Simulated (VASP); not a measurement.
Set up this calculation in VASP 6.6.1, as the native input.

| Item | Value |
| --- | --- |
| Task | single point |
| Functional | PBE |
| Potentials or basis | VASP PAW PBE potentials, release 64 (I, K_sv) |
| Cutoff | 520 eV |
| k mesh | 7 × 7 × 7 |
| Occupations | fermi-dirac, width 0.05 eV |
| Spin | no spin polarisation |
| Further INCAR settings | ALGO = Normal; EDIFF = 1e-07; NBANDS = 15 |

The structure of KI lies in POSCAR:

```
KI
1.0
    0.0000000000      3.5327750000      3.5327750000
    3.5327750000      0.0000000000      3.5327750000
    3.5327750000      3.5327750000      0.0000000000
I K
1 1
Direct
    0.5000000000      0.5000000000      0.5000000000
    0.0000000000      0.0000000000      0.0000000000
```

One way to write it, as run:

INCAR

```
PREC     = Accurate       # precision mode
ENCUT    = 520            # plane-wave cutoff, eV
EDIFF    = 1E-7           # SCF threshold, eV
ISMEAR   = -1             # smearing method
SIGMA    = 0.05           # smearing width, eV
LREAL    = F              # projectors in reciprocal space
LASPH    = T              # aspherical terms in the spheres
NELM     = 80             # most SCF steps
ALGO     = Normal         # electronic algorithm
ISIF     = 2              # what is computed and relaxed
LWAVE    = F              # write WAVECAR
LCHARG   = F              # write CHGCAR
GGA      = PE             # functional
NBANDS   = 15             # bands
```

KPOINTS

```
regular mesh
0
Gamma
  7 7 7
```

Potentials or basis: VASP PAW PBE potentials, release 64 (I, K_sv).

The run is started by

```sh
$ cat potpaw_PBE.64/I/POTCAR potpaw_PBE.64/K_sv/POTCAR > POTCAR
$ mpirun -np 1 vasp_std > vasp.out
```

Results of the run:

```json
{
  "Pressure": "0.6 GPa",
  "Band gap on the k mesh": "3.96 eV, direct"
}
```

Caveat: spin-orbit coupling is left out, which moves the levels of the heavy elements; an odd mesh through Γ misses points on the zone boundary, where band edges often lie.

Wall time 36 s on 1 thread of Intel(R) Xeon(R) Platinum 8488C (Sapphire Rapids), with other jobs on the host, peak memory 0.23 GiB.
